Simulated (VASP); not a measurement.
# FeO (Wuestite) (Fm-3m) in VASP: settings compared, part 2 of 2

VASP 6.6.1.

## (4) Relaxation of cell and atoms, PBE+dDsC, collinear spin, ferromagnetic start

INCAR

```
  ALGO = Fast
  EDIFF = 1E-6
  EDIFFG = -0.005
  ENCUT = 600
  GGA = PE
  IBRION = 2
  ISIF = 3
  ISMEAR = -1
  ISPIN = 2
  IVDW = 4
  LASPH = True
  LCHARG = False
  LMAXMIX = 4
  LORBIT = 11
  LREAL = False
  LWAVE = False
  MAGMOM = 3 0
  NELM = 120
  NSW = 40
  PREC = Accurate
  SIGMA = 0.05
```

KPOINTS

```
k-points
0
Gamma
  8 8 8
```

POSCAR

```
FeO
1.0
    0.0000000000      2.1554000000      2.1554000000
    2.1554000000      0.0000000000      2.1554000000
    2.1554000000      2.1554000000      0.0000000000
Fe O
1 1
Direct
    0.0000000000      0.0000000000      0.0000000000
    0.5000000000      0.5000000000      0.5000000000
```

Run with:

```bash
$ cat potpaw_PBE.64/Fe/POTCAR potpaw_PBE.64/O/POTCAR > POTCAR
$ mpirun -np 1 vasp_std > vasp.out
```

Wall time 73 s (1 thread of Intel Xeon Platinum 8175M at 2.50GHz (Skylake/Cascade Lake), shared host); peak memory 0.16 GiB.

It converged, with:

* Free energy: -15.5423 eV
* Relaxed volume: 9.72 Å³/atom
* Relaxed cell: a = 3.018 Å, b = 3.018 Å, c = 3.018 Å, α = 60.00°, β = 60.00°, γ = 60.00°
* Space group after relaxing (to 0.05 Å): Fm-3m (No. 225)
* Energy gained by relaxing: -0.7 meV/atom
* Ionic steps: 3
* Pressure after relaxing: 0.0 GPa
* Band gap on the k mesh: none (metal or under the smearing width)
* Net moment: 4.00 μB per cell
* Site moments: Fe +3.61; O +0.31 μB
* Valence electrons inside the program's atomic spheres: Fe 6.78; O 5.01
* Hirshfeld charges: Fe +0.41; O -0.41 e
* Dispersion energy per atom: -0.308 eV

Step by step:
| step | energy change (eV) | largest force (eV/Å) | pressure (GPa) | volume (Å³) |
| --- | --- | --- | --- | --- |
| 1 | 0.0000 | 0.0000 | -5.78 | 20.03 |
| 2 | 0.0171 | 0.0000 | 4.53 | 19.00 |
| 3 | 0.0013 | 0.0000 | -0.02 | 19.43 |

Final structure:
```
CELL_PARAMETERS angstrom
0.00000 2.13386 2.13386
2.13386 0.00000 2.13386
2.13386 2.13386 0.00000
ATOMIC_POSITIONS crystal
Fe 0.00000 0.00000 0.00000
O 0.50000 0.50000 0.50000
```

Levels at points of the mesh, in eV from the Fermi level:
Spin up:
```tsv
k point	band 5	band 6	band 7	band 8	band 9	band 10	band 11	band 12	band 13
(0.00, 0.00, 0.00)	-3.91	-3.91	-3.91	-3.69	-3.69	0.25	15.56	17.28	17.28
(0.50, 0.00, 0.00)	-3.05	-3.05	-2.47	-0.25	-0.25	4.16	8.76	12.77	12.77
(0.50, 0.50, 0.00)	-4.88	-3.28	-2.77	-2.77	-2.74	5.51	8.94	10.92	15.06
```
Spin down:
```
           k point  band 2  band 3  band 4  band 5  band 6  band 7  band 8  band 9
(0.00, 0.00, 0.00)   -3.34   -3.34   -3.34   -0.78   -0.78   -0.78    0.17    0.17
(0.50, 0.00, 0.00)   -8.24   -5.33   -5.33    0.40    0.40    0.62    2.89    2.89
(0.50, 0.50, 0.00)   -7.08   -4.55   -4.55   -2.23    0.74    0.76    0.76    1.21
```

Caveat: a cell with one magnetic atom can't hold antiferromagnetic order, which such compounds often take; semilocal functionals often make such compounds metallic where correlation or magnetic order opens a gap, which also shifts bond lengths; pairwise dispersion overbinds metals, which lowers pressure and volume. With open d or f shells a metallic result of PBE can be an artefact of self-interaction; +U or a hybrid may open a gap.

## (5) Relaxation of cell and atoms, PBE+rVV10, collinear spin, ferromagnetic start

Edit INCAR of step 4 so:

```diff
@@ -1,2 +1,4 @@
   ALGO = Fast
+  BPARAM = 10.0
+  CPARAM = 0.0093
   EDIFF = 1E-6
@@ -9,3 +11,3 @@
   ISPIN = 2
-  IVDW = 4
+  IVDW_NL = 2
   LASPH = True
@@ -15,2 +17,3 @@
   LREAL = False
+  LUSE_VDW = True
   LWAVE = False
```

KPOINTS is that of step 4.

POSCAR is that of step 4.

Potentials or basis: VASP PAW PBE potentials, release 64 (Fe, O).

Run with:

```bash
$ cat potpaw_PBE.64/Fe/POTCAR potpaw_PBE.64/O/POTCAR > POTCAR
$ mpirun -np 1 vasp_std > vasp.out
```

OUTCAR:

```text
BPARAM = 10.0
   EDIFF = 1E-6
   EDIFFG = -0.005
   ENCUT = 600
   GGA = PE
   IBRION = 2
   ISIF = 3
   ISMEAR = -1
   ISPIN = 2
   IVDW_NL = 2
   LASPH = True
   LORBIT = 11
   LREAL = False
   NELM = 120
   NSW = 40
   PREC = Accurate

 ion  position               nearest neighbor table
   1  0.000  0.000  0.000-   2 2.16   2 2.16   2 2.16   2 2.16   2 2.16   2 2.16
   2  0.500  0.500  0.500-   1 2.16   1 2.16   1 2.16   1 2.16   1 2.16   1 2.16

  LATTYP: Found a face centered cubic cell.
 ALAT       =     4.3108000000

  Lattice vectors:

 A1 = (   0.0000000000,   2.1554000000,   2.1554000000)
 A2 = (   2.1554000000,   0.0000000000,   2.1554000000)
 A3 = (   2.1554000000,   2.1554000000,   0.0000000000)

Analysis of symmetry for initial positions (statically):
=====================================================================
 Subroutine PRICEL returns:
 Original cell was already a primitive cell.

 Routine SETGRP: Setting up the symmetry group for a
 face centered cubic supercell.

 Subroutine GETGRP returns: Found 48 space group operations
 (whereof 48 operations were pure point group operations)
 out of a pool of 48 trial point group operations.

The static configuration has the point symmetry O_h .

Analysis of symmetry for dynamics (positions and initial velocities):
=====================================================================
 Subroutine PRICEL returns:
 Original cell was already a primitive cell.

 Routine SETGRP: Setting up the symmetry group for a
 face centered cubic supercell.

 Subroutine GETGRP returns: Found 48 space group operations
 (whereof 48 operations were pure point group operations)
 out of a pool of 48 trial point group operations.

The dynamic configuration has the point symmetry O_h .

Analysis of structural, dynamic, and magnetic symmetry:
=====================================================================
 Subroutine PRICEL returns:
 Original cell was already a primitive cell.

 Routine SETGRP: Setting up the symmetry group for a
 face centered cubic supercell.

 Subroutine GETGRP returns: Found 48 space group operations
 (whereof 48 operations were pure point group operations)
 out of a pool of 48 trial point group operations.

The overall configuration has the point symmetry O_h .

 Subroutine INISYM returns: Found 48 space group operations
[... 155 lines left out ...]
  --------------------------------------------------------------------------------------
  -------------------------------------------------------------------------------------
  Total       -0.2796578     -0.2796578     -0.2796578      0.0000000     -0.0000000     -0.0000000
  in kB      -22.3729829    -22.3729829    -22.3729829      0.0000000     -0.0000000     -0.0000000
  external PRESSURE =     -22.3729829 kB  Pullay stress =       0.0000000 kB
[... 59 lines left out ...]
--------------------------------------- Ionic step        3  -------------------------------------------

 number of electron      13.9999997 magnetization       4.0002490

 Free energy of the ion-electron system (eV)
  ---------------------------------------------------
  ext. energy  EPLUGINS =         0.00000000
  ---------------------------------------------------
  free energy    TOTEN  =       -14.49007123 eV

  energy without entropy =      -14.47674177  energy(sigma->0) =      -14.48340650

 E-fermi :   6.3347     XC(G=0): -12.2833

 val. band max:        6.3154418585   @ k =  -0.3750   0.2500   0.0000
 cond. band min:       6.3355874595   @ k =  -0.2500   0.3750   0.1250
 fundamental gap:      0.0201456010
 Fermi energy:         6.3347415550

 spin component 1

 k-point     1 :       0.0000    0.0000    0.0000
  band No.  band energies     occupation
      1     -14.5075      1.00000
      2       2.4419      1.00000
      3       2.4419      1.00000
      4       2.4419      1.00000
      5       2.4804      1.00000
      6       2.4804      1.00000
      7       2.4804      1.00000
      8       2.6518      1.00000
      9       2.6518      1.00000
     10       6.4399      0.10870
     11      21.7563      0.00000
     12      23.4202      0.00000
     13      23.4202      0.00000
[... 356 lines left out ...]
      2      -1.8175      1.00000
      3      -0.4526      1.00000
      4      -0.1891      1.00000
      5       3.0879      1.00000
      6       3.2681      1.00000
      7       3.7239      1.00000
      8       4.7048      1.00000
      9       5.4415      1.00000
     10      12.6073      0.00000
     11      14.4349      0.00000
     12      16.5507      0.00000
     13      19.4775      0.00000

 [... further k-points ...]

 spin component 2

 k-point     1 :       0.0000    0.0000    0.0000
  band No.  band energies     occupation
      1     -13.9700      1.00000
      2       3.0447      1.00000
      3       3.0447      1.00000
      4       3.0447      1.00000
      5       5.5738      1.00000
      6       5.5741      1.00000
      7       5.5741      1.00000
      8       6.5153      0.02632
      9       6.5156      0.02615
     10       7.2429      0.00000
     11      21.7114      0.00000
     12      24.3224      0.00000
     13      24.3224      0.00000
[... 397 lines left out ...]
  FREE ENERGIE OF THE ION-ELECTRON SYSTEM (eV)
  ---------------------------------------------------
  free  energy   TOTEN  =       -14.4900712267 eV

  energy  without entropy=      -14.4767417748  energy(sigma->0) =      -14.48340650

 reached required accuracy - stopping structural energy minimisation

 total charge

# of ion       s       p       d       tot
------------------------------------------
    1        0.292   0.368   6.092   6.753
    2        1.552   3.441   0.000   4.993
--------------------------------------------------
tot          1.844   3.809   6.092  11.746

 magnetization (x)

# of ion       s       p       d       tot
------------------------------------------
    1        0.027   0.022   3.568   3.617
    2        0.031   0.273   0.000   0.304
--------------------------------------------------
tot          0.058   0.294   3.568   3.920
```

Run time: 2.7 min. Hardware: 1 thread of Intel Xeon Platinum 8175M at 2.50GHz (Skylake/Cascade Lake), shared host; peak memory 0.23 GiB.

Results:

- Free energy: -14.4901 eV
- Relaxed volume: 9.89 Å³/atom
- Relaxed cell: a = 3.035 Å, b = 3.035 Å, c = 3.035 Å, α = 60.00°, β = 60.00°, γ = 60.00°
- Space group after relaxing (to 0.05 Å): Fm-3m (No. 225)
- Energy gained by relaxing: 0.9 meV/atom
- Ionic steps: 3
- Pressure after relaxing: 0.0 GPa
- Band gap on the k mesh: none (metal or under the smearing width)
- Net moment: 4.00 μB per cell
- Site moments: Fe +3.62; O +0.30 μB
- Valence electrons inside the program's atomic spheres: Fe 6.75; O 4.99

The path:
| step | energy change (eV) | largest force (eV/Å) | pressure (GPa) | volume (Å³) |
| --- | --- | --- | --- | --- |
| 1 | 0.0000 | 0.0000 | -2.24 | 20.03 |
| 2 | -0.0011 | 0.0000 | 1.54 | 19.62 |
| 3 | -0.0018 | 0.0000 | 0.04 | 19.78 |

Final structure:
```yaml
crystal:
  lattice:
    - [0.00000, 2.14636, 2.14636]
    - [2.14636, 0.00000, 2.14636]
    - [2.14636, 2.14636, 0.00000]
  atoms:
    - { symbol: Fe, position: [0.00000, 0.00000, 0.00000] }
    - { symbol: O, position: [0.50000, 0.50000, 0.50000] }
```

Levels at points of the mesh, in eV from the Fermi level:
Spin up:
```csv
k point,band 6,band 7,band 8,band 9,band 10,band 11,band 12,band 13
"(0.00, 0.00, 0.00)",-3.85,-3.85,-3.68,-3.68,0.11,15.42,17.09,17.09
"(0.50, 0.00, 0.00)",-3.06,-2.49,-0.30,-0.30,4.05,8.55,12.59,12.59
"(0.50, 0.50, 0.00)",-3.29,-2.78,-2.78,-2.78,5.33,8.77,10.78,14.81
```
Spin down:
```csv
k point,band 1,band 2,band 3,band 4,band 5,band 6,band 7,band 8,band 9,band 10
"(0.00, 0.00, 0.00)",-20.30,-3.29,-3.29,-3.29,-0.76,-0.76,-0.76,0.18,0.18,0.91
"(0.50, 0.00, 0.00)",-19.08,-8.12,-5.23,-5.23,0.40,0.40,0.61,2.83,2.83,4.54
"(0.50, 0.50, 0.00)",-19.08,-6.99,-4.48,-4.48,-2.18,0.74,0.75,0.75,1.17,6.68
```

Caveat: a cell with one magnetic atom can't hold antiferromagnetic order, which such compounds often take; semilocal functionals often make such compounds metallic where correlation or magnetic order opens a gap, which also shifts bond lengths; pairwise dispersion overbinds metals, which lowers pressure and volume.

## (6) The reference run

An earlier run on the cell as given: functional PBE; potentials or basis VASP PAW PBE potentials, release 64 (Fe, O); cutoff 520 eV; k mesh 11 × 11 × 11; occupations fermi-dirac, width 0.05 eV; collinear spin, ferromagnetic start; starting moments [3.0, 0.0] μB.

- Pressure: -0.1 GPa
- Band gap on the k mesh: none (metal or under the smearing width)
- Net moment: 4.00 μB per cell
- Site moments: Fe +3.62; O +0.30 μB
- Valence electrons inside the program's atomic spheres: Fe 6.73; O 4.99

## (7) Summary

```csv
task,level,cell,k mesh,cutoff (eV),gap on the mesh (eV),pressure (GPa),moment (μB),relaxed volume (Å³/atom)
relaxation of cell and atoms,PBE+MBD,relaxed,8 × 8 × 8,600,none,0.0,4.00,9.66
relaxation of cell and atoms,PBE+MBD-FI,relaxed,8 × 8 × 8,600,none,0.0,4.00,9.67
relaxation of cell and atoms,PBE+dDsC,relaxed,8 × 8 × 8,600,none,0.0,4.00,9.72
relaxation of cell and atoms,PBE+rVV10,relaxed,8 × 8 × 8,600,none,0.0,4.00,9.89
single point,PBE,as given,11 × 11 × 11,520,none,-0.1,4.00,-
```

Alike in all rows: potentials or basis VASP PAW PBE potentials, release 64 (Fe, O); spin collinear, ferromagnetic start; smearing fermi-dirac 0.05 eV.

Caveats: a cell with one magnetic atom can't hold antiferromagnetic order, which such compounds often take; semilocal functionals often make such compounds metallic where correlation or magnetic order opens a gap, which also shifts bond lengths; pairwise dispersion overbinds metals, which lowers pressure and volume (some runs).

Total energies depend on the potentials used, so only differences within one code and one set of settings carry meaning.
